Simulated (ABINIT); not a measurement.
# Beyond one shot: AgBr (Bromargyrite)

Wanted: G0W0 and self-consistent gaps of AgBr (Bromargyrite), with the cost of the cycles.

Method: PBE and many-body steps on it, plane waves, in ABINIT 10.8.3.

This is a report of a sequence of runs, with most program output left out.

### 1. The structure

It takes space group Fm-3m (No. 225, cubic). Conventional cell: a = 5.774 Å, b = 5.774 Å, c = 5.774 Å, α = 90.00°, β = 90.00°, γ = 90.00°. Nearest to Ag lie 6 Br at 2.89 Å. Br has 6 Ag at 2.89 Å nearest. Farther neighbours and most contacts between anions are not listed.

Structure file:

```cif
data_structure
_symmetry_space_group_name_H-M 'P 1'
_symmetry_Int_Tables_number 1
_cell_length_a 4.0832
_cell_length_b 4.0832
_cell_length_c 4.0832
_cell_angle_alpha 60.000
_cell_angle_beta 60.000
_cell_angle_gamma 60.000
_cell_volume 48.14
loop_
_atom_site_label
_atom_site_type_symbol
_atom_site_fract_x
_atom_site_fract_y
_atom_site_fract_z
_atom_site_occupancy
Ag1 Ag 0.00000 0.00000 0.00000 1
Br2 Br 0.50000 0.50000 0.50000 1
```

The cell and positions come from the Crystallography Open Database and are kept as given unless a step says otherwise.

### 2. Empty states on the mesh, 4×4×4 mesh, 99 bands

This step: ABINIT 10.8.3; DFT, PBE, plane waves, norm-conserving pseudopotentials.

The sums over transitions need many empty states on a uniform mesh; this step solves for them.

run.abi reads:

```
acell 3*1.0 Angstrom
rprim 
  0.000000000000 2.887250000000 2.887250000000
  2.887250000000 0.000000000000 2.887250000000
  2.887250000000 2.887250000000 0.000000000000
ntypat 2
znucl 47 35
natom 2
typat 1 2
xred 
  0.000000000000 0.000000000000 0.000000000000
  0.500000000000 0.500000000000 0.500000000000
pp_dirpath "pseudos"
pseudos "Ag.upf, Br.upf"
ecut 37
ngkpt 4 4 4
nshiftk 1
shiftk 0 0 0
kptopt 1
chksymbreak 0
irdden 1
istwfk *1
nband 99
prtvol 0
optdriver 6
gwr_task "HDIAGO"
paral_kgb 0
occopt 1
indata_prefix "in"
outdata_prefix "out"
tmpdata_prefix "tmp"
```

Run with:

```
$ OMP_NUM_THREADS=1 mpirun -n 8 abinit run.abi > log
```

Elapsed: 31 s, on 8 MPI ranks of Arm Neoverse V2, shared host; peak memory 5.7 GiB; 4.1 min of CPU time.

Numbers from this step:

```
gap                                                           : 0.6764 eV
k of the valence top                                          : 0.5, 0, 0
k of the conduction bottom                                    : 0, 0, 0
least direct gap                                              : 2.544 eV
k points computed                                             : 8
lowest point of the top converged band, above the valence top : 72.4333 eV
```

On this mesh the gap is 0.676 eV.

The density comes from a self-consistent run that is not shown.

### 3. Screening, 4×4×4 mesh, 91 bands, screening to 136.1 eV

The RPA dielectric matrix is built and inverted for each q.

This step: RPA screening on PBE, plane waves, norm-conserving pseudopotentials.

Changes to run.abi since step 2:

```diff
@@ -20,10 +20,11 @@
 chksymbreak 0
-irdden 1
 istwfk *1
-nband 99
-prtvol 0
-optdriver 6
-gwr_task "HDIAGO"
-paral_kgb 0
 occopt 1
+irdwfk 1
+optdriver 3
+nband 91
+ecuteps 5
+inclvkb 2
+awtr 1
+symchi 1
 indata_prefix "in"
```

The job ended after 11 s (8 MPI ranks; peak memory 1.4 GiB).

Numbers from this step:

```yaml
eps_infinity_with_local_fields_on_this_mesh_along_the_program_s_q_direction: 6.731
the_same_without_local_fields: 7.266
plasma_frequency: 27.29 eV
plane_waves_in_the_screening_matrix: 169
```

Local fields lower ε∞ by 7 %. On a Γ-centred mesh this coarse the value itself is usually too large, while a short band sum pulls it down.

### 4. G0W0

The self-energy is evaluated for the states that the input lists, and the levels follow from it, in one-shot runs by the linearised quasiparticle equation.

This step: G0W0 on PBE, plane waves, norm-conserving pseudopotentials.

Changes to run.abi since step 3:

```diff
@@ -23,8 +23,17 @@
 irdwfk 1
-optdriver 3
+optdriver 4
 nband 91
+gwcalctyp 0
+ecutsigx 37
+symsigma 1
+nkptgw 2
+kptgw 
+  0.5000000000 0.0000000000 0.0000000000
+  0.0000000000 0.0000000000 0.0000000000
+bdgw 
+  12 15
+  11 17
 ecuteps 5
-inclvkb 2
-awtr 1
-symchi 1
+irdscr 1
+ppmodel 1
 indata_prefix "in"
```

The job ended after 4.2 s (8 MPI ranks; peak memory 1.3 GiB).

This step gave:

- G0W0 gap on the points computed: 1.591 eV
- starting gap on the mesh: 0.6764 eV
- k of the valence top: 0.5, 0, 0
- k of the conduction bottom: 0, 0, 0
- Z at the valence top: 0.798
- Z at the conduction bottom: 0.826
- least direct G0W0 gap on the computed points: 3.645 eV

The gap on the mesh goes from 0.68 eV to 1.59 eV, a correction of +0.91 eV.

### 5. QSGW, cycle 1

This step: QSGW on PBE, plane waves, norm-conserving pseudopotentials.

Changes to run.abi since step 4:

```diff
@@ -25,12 +25,24 @@
 nband 91
-gwcalctyp 0
+gwcalctyp 28
 ecutsigx 37
-symsigma 1
-nkptgw 2
+symsigma 0
+nkptgw 8
 kptgw 
+  0.0000000000 0.0000000000 0.0000000000
+  0.2500000000 0.0000000000 0.0000000000
   0.5000000000 0.0000000000 0.0000000000
-  0.0000000000 0.0000000000 0.0000000000
+  0.2500000000 0.2500000000 0.0000000000
+  0.5000000000 0.2500000000 0.0000000000
+  -0.2500000000 0.2500000000 0.0000000000
+  0.5000000000 0.5000000000 0.0000000000
+  -0.2500000000 0.5000000000 0.2500000000
 bdgw 
-  12 15
-  11 17
+  6 21
+  6 21
+  6 21
+  6 21
+  6 21
+  6 21
+  6 21
+  6 21
 ecuteps 5
```

The job ended after 72 s (8 MPI ranks; peak memory 2.9 GiB).

Numbers from this step:

| Item | Value |
| --- | --- |
| quasiparticle gap on the mesh | 1.807 eV |
| gap of the density functional on the mesh | 0.6764 eV |
| k of the valence top | 0.5, 0, 0 |
| k of the conduction bottom | 0, 0, 0 |
| Z at the valence top | 1 |
| Z at the conduction bottom | 1 |
| least direct quasiparticle gap on the computed points | 3.910 eV |

Against G0W0 in ABINIT (4×4×4 mesh, 91 bands, screening to 136.1 eV, Godby-Needs plasmon pole), the gap moves by +0.216 eV.

### 6. Screening, 4×4×4 mesh, 91 bands, screening to 136.1 eV

This step: RPA screening on PBE, plane waves, norm-conserving pseudopotentials.

run.abi reads:

```
acell 3*1.0 Angstrom
rprim 
  0.000000000000 2.887250000000 2.887250000000
  2.887250000000 0.000000000000 2.887250000000
  2.887250000000 2.887250000000 0.000000000000
ntypat 2
znucl 47 35
natom 2
typat 1 2
xred 
  0.000000000000 0.000000000000 0.000000000000
  0.500000000000 0.500000000000 0.500000000000
pp_dirpath "pseudos"
pseudos "Ag.upf, Br.upf"
ecut 37
ngkpt 4 4 4
nshiftk 1
shiftk 0 0 0
kptopt 1
chksymbreak 0
istwfk *1
occopt 1
irdwfk 1
optdriver 3
nband 91
ecuteps 5
inclvkb 2
awtr 1
symchi 1
gwcalctyp 28
mbpt_sciss 1.389 eV
nqptdm 1
qptdm 
  0 0 0
indata_prefix "in"
outdata_prefix "out"
tmpdata_prefix "tmp"
```

The job ended after 3.6 s (8 MPI ranks; peak memory 1.2 GiB).

This step gave:

```
ε∞ with local fields, on this mesh, along the program's q direction : 5.510
the same without local fields                                       : 5.934
plasma frequency                                                    : 27.29 eV
plane waves in the screening matrix                                 : 169
```

This screening uses the functional's bands under a rigid shift, the mean opening of the cycle before.

### 7. Screening, 4×4×4 mesh, 91 bands, screening to 136.1 eV

This step: RPA screening on PBE from quasiparticle energies and orbitals, plane waves, norm-conserving pseudopotentials.

Changes to run.abi since step 6:

```diff
@@ -29,7 +29,13 @@
 symchi 1
+irdqps 1
 gwcalctyp 28
-mbpt_sciss 1.389 eV
-nqptdm 1
+nqptdm 7
 qptdm 
-  0 0 0
+  0.2500000000 0.0000000000 0.0000000000
+  0.5000000000 0.0000000000 0.0000000000
+  0.2500000000 0.2500000000 0.0000000000
+  0.5000000000 0.2500000000 0.0000000000
+  -0.2500000000 0.2500000000 0.0000000000
+  0.5000000000 0.5000000000 0.0000000000
+  -0.2500000000 0.5000000000 0.2500000000
 indata_prefix "in"
```

mrgscr.stdin reads:

```
2
merged
q0_SCR
out_SCR
1
```

Run with:

```
$ OMP_NUM_THREADS=1 mpirun -n 8 abinit run.abi > log; mrgscr < mrgscr.stdin
```

The job ended after 9.8 s (8 MPI ranks; peak memory 1.3 GiB).

Numbers from this step:

```yaml
plasma_frequency: 27.29 eV
plane_waves_in_the_screening_matrix: 169
```

This screening reads the quasiparticle levels of the cycle before.

### 8. QSGW, cycle 2

The corrected levels of the last cycle go back in.

This step: QSGW on PBE, plane waves, norm-conserving pseudopotentials.

Changes to run.abi since step 7:

```diff
@@ -23,12 +23,10 @@
 irdwfk 1
-optdriver 3
+optdriver 4
 nband 91
-ecuteps 5
-inclvkb 2
-awtr 1
-symchi 1
-irdqps 1
 gwcalctyp 28
-nqptdm 7
-qptdm 
+ecutsigx 37
+symsigma 0
+nkptgw 8
+kptgw 
+  0.0000000000 0.0000000000 0.0000000000
   0.2500000000 0.0000000000 0.0000000000
@@ -40,2 +38,15 @@
   -0.2500000000 0.5000000000 0.2500000000
+bdgw 
+  6 21
+  6 21
+  6 21
+  6 21
+  6 21
+  6 21
+  6 21
+  6 21
+ecuteps 5
+irdscr 1
+ppmodel 1
+irdqps 1
 indata_prefix "in"
```

Run with:

```
$ OMP_NUM_THREADS=1 mpirun -n 8 abinit run.abi > log
```

The job ended after 72 s (8 MPI ranks; peak memory 2.9 GiB).

Numbers from this step:

```
quasiparticle gap on the mesh                         : 2.178 eV
gap of the density functional on the mesh             : 0.6764 eV
k of the valence top                                  : 0.5, 0, 0
k of the conduction bottom                            : 0, 0, 0
least direct quasiparticle gap on the computed points : 4.056 eV
```

Against the cycle before, the gap moves by +0.371 eV.

### 9. Screening, 4×4×4 mesh, 91 bands, screening to 136.1 eV

This step: RPA screening on PBE, plane waves, norm-conserving pseudopotentials.

run.abi reads:

```
acell 3*1.0 Angstrom
rprim 
  0.000000000000 2.887250000000 2.887250000000
  2.887250000000 0.000000000000 2.887250000000
  2.887250000000 2.887250000000 0.000000000000
ntypat 2
znucl 47 35
natom 2
typat 1 2
xred 
  0.000000000000 0.000000000000 0.000000000000
  0.500000000000 0.500000000000 0.500000000000
pp_dirpath "pseudos"
pseudos "Ag.upf, Br.upf"
ecut 37
ngkpt 4 4 4
nshiftk 1
shiftk 0 0 0
kptopt 1
chksymbreak 0
istwfk *1
occopt 1
irdwfk 1
optdriver 3
nband 91
ecuteps 5
inclvkb 2
awtr 1
symchi 1
gwcalctyp 28
mbpt_sciss 1.773 eV
nqptdm 1
qptdm 
  0 0 0
indata_prefix "in"
outdata_prefix "out"
tmpdata_prefix "tmp"
```

Wall time 3.6 s (8 MPI ranks); peak memory 1.2 GiB; 28 s of CPU time.

This step gave:

```
ε∞ with local fields, on this mesh, along the program's q direction : 5.271
the same without local fields                                       : 5.673
plasma frequency                                                    : 27.29 eV
plane waves in the screening matrix                                 : 169
```

This screening uses the functional's bands under a rigid shift, the mean opening of the cycle before.

### 10. Screening, 4×4×4 mesh, 91 bands, screening to 136.1 eV

This step: RPA screening on PBE from quasiparticle energies and orbitals, plane waves, norm-conserving pseudopotentials.

Changes to run.abi since step 9:

```diff
@@ -29,7 +29,13 @@
 symchi 1
+irdqps 1
 gwcalctyp 28
-mbpt_sciss 1.773 eV
-nqptdm 1
+nqptdm 7
 qptdm 
-  0 0 0
+  0.2500000000 0.0000000000 0.0000000000
+  0.5000000000 0.0000000000 0.0000000000
+  0.2500000000 0.2500000000 0.0000000000
+  0.5000000000 0.2500000000 0.0000000000
+  -0.2500000000 0.2500000000 0.0000000000
+  0.5000000000 0.5000000000 0.0000000000
+  -0.2500000000 0.5000000000 0.2500000000
 indata_prefix "in"
```

mrgscr.stdin is that of step 7.

Run with:

```
$ OMP_NUM_THREADS=1 mpirun -n 8 abinit run.abi > log; mrgscr < mrgscr.stdin
```

The job ended after 9.8 s (8 MPI ranks; peak memory 1.3 GiB; 78 s of CPU time).

Numbers from this step:

* plasma frequency: 27.29 eV
* plane waves in the screening matrix: 169

This screening reads the quasiparticle levels of the cycle before.

### 11. QSGW, cycle 3

This step: QSGW on PBE, plane waves, norm-conserving pseudopotentials.

Changes to run.abi since step 10:

```diff
@@ -23,12 +23,10 @@
 irdwfk 1
-optdriver 3
+optdriver 4
 nband 91
-ecuteps 5
-inclvkb 2
-awtr 1
-symchi 1
-irdqps 1
 gwcalctyp 28
-nqptdm 7
-qptdm 
+ecutsigx 37
+symsigma 0
+nkptgw 8
+kptgw 
+  0.0000000000 0.0000000000 0.0000000000
   0.2500000000 0.0000000000 0.0000000000
@@ -40,2 +38,15 @@
   -0.2500000000 0.5000000000 0.2500000000
+bdgw 
+  6 21
+  6 21
+  6 21
+  6 21
+  6 21
+  6 21
+  6 21
+  6 21
+ecuteps 5
+irdscr 1
+ppmodel 1
+irdqps 1
 indata_prefix "in"
```

Run with:

```
$ OMP_NUM_THREADS=1 mpirun -n 8 abinit run.abi > log
```

It took 72 s on 8 MPI ranks; peak memory 2.9 GiB.

Numbers from this step:

| Item | Value |
| --- | --- |
| quasiparticle gap on the mesh | 2.207 eV |
| gap of the density functional on the mesh | 0.6764 eV |
| k of the valence top | 0.5, 0, 0 |
| k of the conduction bottom | 0, 0, 0 |
| least direct quasiparticle gap on the computed points | 4.199 eV |

Against the cycle before, the gap moves by +0.029 eV.

### 12. Screening, 4×4×4 mesh, 91 bands, screening to 136.1 eV

This step: RPA screening on PBE, plane waves, norm-conserving pseudopotentials.

run.abi reads:

```
acell 3*1.0 Angstrom
rprim 
  0.000000000000 2.887250000000 2.887250000000
  2.887250000000 0.000000000000 2.887250000000
  2.887250000000 2.887250000000 0.000000000000
ntypat 2
znucl 47 35
natom 2
typat 1 2
xred 
  0.000000000000 0.000000000000 0.000000000000
  0.500000000000 0.500000000000 0.500000000000
pp_dirpath "pseudos"
pseudos "Ag.upf, Br.upf"
ecut 37
ngkpt 4 4 4
nshiftk 1
shiftk 0 0 0
kptopt 1
chksymbreak 0
istwfk *1
occopt 1
irdwfk 1
optdriver 3
nband 91
ecuteps 5
inclvkb 2
awtr 1
symchi 1
gwcalctyp 28
mbpt_sciss 1.800 eV
nqptdm 1
qptdm 
  0 0 0
indata_prefix "in"
outdata_prefix "out"
tmpdata_prefix "tmp"
```

The job ended after 3.6 s (8 MPI ranks; peak memory 1.2 GiB).

This step gave:

- ε∞ with local fields, on this mesh, along the program's q direction: 5.255
- the same without local fields: 5.656
- plasma frequency: 27.29 eV
- plane waves in the screening matrix: 169

This screening uses the functional's bands under a rigid shift, the mean opening of the cycle before.

### 13. Screening, 4×4×4 mesh, 91 bands, screening to 136.1 eV

This step: RPA screening on PBE from quasiparticle energies and orbitals, plane waves, norm-conserving pseudopotentials.

Changes to run.abi since step 12:

```diff
@@ -29,7 +29,13 @@
 symchi 1
+irdqps 1
 gwcalctyp 28
-mbpt_sciss 1.800 eV
-nqptdm 1
+nqptdm 7
 qptdm 
-  0 0 0
+  0.2500000000 0.0000000000 0.0000000000
+  0.5000000000 0.0000000000 0.0000000000
+  0.2500000000 0.2500000000 0.0000000000
+  0.5000000000 0.2500000000 0.0000000000
+  -0.2500000000 0.2500000000 0.0000000000
+  0.5000000000 0.5000000000 0.0000000000
+  -0.2500000000 0.5000000000 0.2500000000
 indata_prefix "in"
```

mrgscr.stdin is that of step 10.

Run with:

```
$ OMP_NUM_THREADS=1 mpirun -n 8 abinit run.abi > log; mrgscr < mrgscr.stdin
```

Run time: 9.8 s. Hardware: 8 MPI ranks; peak memory 1.3 GiB.

This step gave:

```
plasma frequency                    : 27.29 eV
plane waves in the screening matrix : 169
```

This screening reads the quasiparticle levels of the cycle before.

### 14. QSGW, cycle 4

This step: QSGW on PBE, plane waves, norm-conserving pseudopotentials.

Changes to run.abi since step 13:

```diff
@@ -23,12 +23,10 @@
 irdwfk 1
-optdriver 3
+optdriver 4
 nband 91
-ecuteps 5
-inclvkb 2
-awtr 1
-symchi 1
-irdqps 1
 gwcalctyp 28
-nqptdm 7
-qptdm 
+ecutsigx 37
+symsigma 0
+nkptgw 8
+kptgw 
+  0.0000000000 0.0000000000 0.0000000000
   0.2500000000 0.0000000000 0.0000000000
@@ -40,2 +38,15 @@
   -0.2500000000 0.5000000000 0.2500000000
+bdgw 
+  6 21
+  6 21
+  6 21
+  6 21
+  6 21
+  6 21
+  6 21
+  6 21
+ecuteps 5
+irdscr 1
+ppmodel 1
+irdqps 1
 indata_prefix "in"
```

Run with:

```
$ OMP_NUM_THREADS=1 mpirun -n 8 abinit run.abi > log
```

The job ended after 72 s (8 MPI ranks; peak memory 2.9 GiB; 9.6 min of CPU time).

This step gave:

- quasiparticle gap on the mesh: 2.235 eV
- gap of the density functional on the mesh: 0.6764 eV
- k of the valence top: 0.5, 0, 0
- k of the conduction bottom: 0, 0, 0
- least direct quasiparticle gap on the computed points: 4.154 eV

Against the cycle before, the gap moves by +0.028 eV.

### 15. Screening, 4×4×4 mesh, 91 bands, screening to 136.1 eV

This step: RPA screening on PBE, plane waves, norm-conserving pseudopotentials.

run.abi reads:

```
acell 3*1.0 Angstrom
rprim 
  0.000000000000 2.887250000000 2.887250000000
  2.887250000000 0.000000000000 2.887250000000
  2.887250000000 2.887250000000 0.000000000000
ntypat 2
znucl 47 35
natom 2
typat 1 2
xred 
  0.000000000000 0.000000000000 0.000000000000
  0.500000000000 0.500000000000 0.500000000000
pp_dirpath "pseudos"
pseudos "Ag.upf, Br.upf"
ecut 37
ngkpt 4 4 4
nshiftk 1
shiftk 0 0 0
kptopt 1
chksymbreak 0
istwfk *1
occopt 1
irdwfk 1
optdriver 3
nband 91
ecuteps 5
inclvkb 2
awtr 1
symchi 1
gwcalctyp 28
mbpt_sciss 1.833 eV
nqptdm 1
qptdm 
  0 0 0
indata_prefix "in"
outdata_prefix "out"
tmpdata_prefix "tmp"
```

Elapsed: 3.6 s, on 8 MPI ranks; peak memory 1.2 GiB.

This step gave:

```yaml
eps_infinity_with_local_fields_on_this_mesh_along_the_program_s_q_direction: 5.236
the_same_without_local_fields: 5.635
plasma_frequency: 27.29 eV
plane_waves_in_the_screening_matrix: 169
```

This screening uses the functional's bands under a rigid shift, the mean opening of the cycle before.

### 16. Screening, 4×4×4 mesh, 91 bands, screening to 136.1 eV

This step: RPA screening on PBE from quasiparticle energies and orbitals, plane waves, norm-conserving pseudopotentials.

Changes to run.abi since step 15:

```diff
@@ -29,7 +29,13 @@
 symchi 1
+irdqps 1
 gwcalctyp 28
-mbpt_sciss 1.833 eV
-nqptdm 1
+nqptdm 7
 qptdm 
-  0 0 0
+  0.2500000000 0.0000000000 0.0000000000
+  0.5000000000 0.0000000000 0.0000000000
+  0.2500000000 0.2500000000 0.0000000000
+  0.5000000000 0.2500000000 0.0000000000
+  -0.2500000000 0.2500000000 0.0000000000
+  0.5000000000 0.5000000000 0.0000000000
+  -0.2500000000 0.5000000000 0.2500000000
 indata_prefix "in"
```

mrgscr.stdin is that of step 13.

Run with:

```
$ OMP_NUM_THREADS=1 mpirun -n 8 abinit run.abi > log; mrgscr < mrgscr.stdin
```

It took 9.8 s on 8 MPI ranks; peak memory 1.3 GiB.

Numbers from this step:

```
plasma frequency                    : 27.29 eV
plane waves in the screening matrix : 169
```

This screening reads the quasiparticle levels of the cycle before.

### 17. QSGW, cycle 5

This step: QSGW on PBE, plane waves, norm-conserving pseudopotentials.

Changes to run.abi since step 16:

```diff
@@ -23,12 +23,10 @@
 irdwfk 1
-optdriver 3
+optdriver 4
 nband 91
-ecuteps 5
-inclvkb 2
-awtr 1
-symchi 1
-irdqps 1
 gwcalctyp 28
-nqptdm 7
-qptdm 
+ecutsigx 37
+symsigma 0
+nkptgw 8
+kptgw 
+  0.0000000000 0.0000000000 0.0000000000
   0.2500000000 0.0000000000 0.0000000000
@@ -40,2 +38,15 @@
   -0.2500000000 0.5000000000 0.2500000000
+bdgw 
+  6 21
+  6 21
+  6 21
+  6 21
+  6 21
+  6 21
+  6 21
+  6 21
+ecuteps 5
+irdscr 1
+ppmodel 1
+irdqps 1
 indata_prefix "in"
```

Run with:

```
$ OMP_NUM_THREADS=1 mpirun -n 8 abinit run.abi > log
```

The job ended after 72 s (8 MPI ranks; peak memory 2.9 GiB).

This step gave:

- quasiparticle gap on the mesh: 2.228 eV
- gap of the density functional on the mesh: 0.6764 eV
- k of the valence top: 0.5, 0, 0
- k of the conduction bottom: 0, 0, 0
- least direct quasiparticle gap on the computed points: 4.193 eV

Against the cycle before, the gap moves by −0.007 eV.

### 18. The runs together

Times are wall times on 8 MPI ranks of Arm Neoverse V2, shared host, good to a factor of about two. A run's time includes the screening step that it read.

```csv
run,mesh,bands,screening cutoff (eV),DFT gap (eV),gap on the mesh (eV),direct (eV),ε∞ used,time
G0W0,4×4×4,91,136.1,0.676,1.591,3.645,6.73,15 s
"QSGW, cycle 1",4×4×4,91,136.1,0.676,1.807,3.910,6.73,83 s
"QSGW, cycle 2",4×4×4,91,136.1,0.676,2.178,4.056,5.51,85 s
"QSGW, cycle 3",4×4×4,91,136.1,0.676,2.207,4.199,5.27,85 s
"QSGW, cycle 4",4×4×4,91,136.1,0.676,2.235,4.154,5.26,85 s
"QSGW, cycle 5",4×4×4,91,136.1,0.676,2.228,4.193,5.24,85 s
```

### 19. What came out

```yaml
g0w0: 1.591 eV
qsgw_cycle_1: 1.807 eV
qsgw_cycle_2: 2.178 eV
qsgw_cycle_3: 2.207 eV
qsgw_cycle_4: 2.235 eV
qsgw_cycle_5: 2.228 eV
known_limits: not at the basis limit; d shell near the gap, gap tends to lie low; no spin-orbit coupling; coarse k mesh
```

Only the bands that the input lists are updated; the others, empty or deep, keep the functional's energies or take a rigid shift. QSGW ends at 2.23 eV, +0.64 eV from G0W0, after 5 cycles that took 6.9 min beside the first screening; the last moved the gap by 0.007 eV. Bands and cutoff are finite, so the gap is not at the basis limit. The miss can reach some tenths of an eV and take either sign; the mesh is an error of its own. The 4×4×4 mesh is coarse for this cell, which bears on the long-range parts of exchange and screening. In the updated screening the q = 0 part is built from Kohn-Sham bands under a rigid shift, the other q from the quasiparticle levels. A d shell, filled or nearly so, lies near the gap. One-shot GW converges very slowly in bands there, not always from below, and on a semilocal start the gap tends to come out low; starts rich in exact exchange can overshoot instead. The many-body steps are scalar-relativistic: spin-orbit coupling is not in them.

[Paths, hosts, dates, memory and timing lines, banners, echoed tables and standing remarks are left out of the program output.]

[Logs are printed without paths, hosts, clocks, repeated set-up lines and the standing remarks that a program may print on its own settings, such as how far it seeks lower states.]

[Runs of the session that timed out or met a known fault of the program may be left out.]

[Hosts, paths, dates, database ids (printed as entryN), source tags and the programs' standing remarks are cut or masked in the printed files.]

[G0W0 gaps are taken among the corrected bands and points alone; a level outside them can change the order at an edge.]

[Where Ansatz stands beside ABINIT at settings called matched, ABINIT's density can come from a denser mesh and the files from another edition; pairs whose starting gaps differed by over 0.03 eV were left out, so agreement reads better than it is.]
